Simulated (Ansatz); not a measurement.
**MgS, one cell by several methods**

```yaml
crystal:
  lattice:
    - [0.00000, 2.54962, 2.60165]
    - [2.54962, 0.00000, 2.60165]
    - [2.54962, 2.54962, 0.00000]
  atoms:
    - { symbol: Mg, position: [0.00000, 0.00000, 0.00000] }
    - { symbol: S, position: [0.50000, 0.50000, 0.50000] }
```

Atom numbers follow the list: Mg1, S2.

The cell is COD entry 9008672, as deposited and not checked against the literature; nothing was relaxed. The listed cell was then made from it by scaling, straining or moving an atom.

Methods: DFT, PBE, PAW with Ansatz's default frozen-core files, scalar-relativistic (Ansatz 0.2.0); DFT, PBE, all-electron PAW with datasets made for the crystal, scalar-relativistic (Ansatz 0.2.0); DFT, PBE, all-electron LAPW, scalar-relativistic (Ansatz 0.2.0).

For PAW: a Γ-centred 8×8×8 k mesh, Fermi–Dirac smearing of 0.01 eV, cutoff 420 eV, no spin polarisation. The crystal-made all-electron datasets (AE datasets) take a cutoff of 200 eV at this cell. LAPW targets a basis error of 0.25 meV/atom. The Ansatz runs share mesh, smearing and spin set-up. Plane-wave (PAW) pressures include the program's estimate of the Pulay term.

Stress and pressure are positive in compression.

The change that made this cell: equal xx and yy strain of -2 %.

| quantity | PAW | AE datasets | LAPW |
| --- | --- | --- | --- |
| pressure (GPa) | 4.68 | 4.67 | 4.67 |
| stress xx (GPa) | 5.54 | 5.53 | 5.53 |
| stress zz (GPa) | 2.96 | 2.94 | 2.94 |
| band gap (eV) | 2.785 | 2.782 | 2.782 |
| field gradient Vzz at Mg1 (10²¹ V/m²) | 0.35 | 0.36 | – |
| field gradient Vzz at S2 (10²¹ V/m²) | 0.17 | 0.17 | – |

PAW's pressure differs from the LAPW value by +0.02 GPa. Datasets made for the crystal and LAPW share parts of one code, so their agreement isn't an independent check.
